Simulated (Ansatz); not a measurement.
## MgO2 in Ansatz: the effect of functional

The system is MgO2.

```xyz
3
Lattice="1.6154 0.9326 3.5171 -1.6154 0.9326 3.5171 0.0000 -1.8653 3.5171" Properties=species:S:1:pos:R:3 pbc="T T T"
Mg    0.0000    0.0000    0.0000
O     0.0000    0.0000    6.0271
O     0.0000    0.0000    4.5243
```

The cell comes from a database or a generator and needn't be the stable form of this composition.

The cell isn't the ideal one: volume scaled by 1.02.

Alike in all runs:

```yaml
Program: Ansatz 0.2.0
Task: single point
Potentials_or_basis: Ansatz PAW
k_mesh: 10 × 10 × 10
Occupations: fermi-dirac, width 0.05 eV
Spin: no spin polarisation
```

```csv
functional,cutoff,gap on the mesh (eV),pressure (GPa),largest force (eV/Å)
LDA,420 eV (not typed: the program's choice for these potentials),?,?,?
PBEsol,420 eV (not typed: the program's choice for these potentials),2.11,-7.1,0.39
r2SCAN,500 eV (not typed: the program's choice for these potentials),2.83,-7.8,0.30
```

Q: What does the run with functional LDA give?

A: gap on the mesh 2.07 eV; pressure -12.2 GPa; largest force 0.53 eV/Å.

Caveats: the PAW data sets come from PBE, with cores solved anew for the run's functional, which leaves a small shift of forces and pressure.

A k mesh can miss the band edges.

Runs at the PBE level aren't shown here.
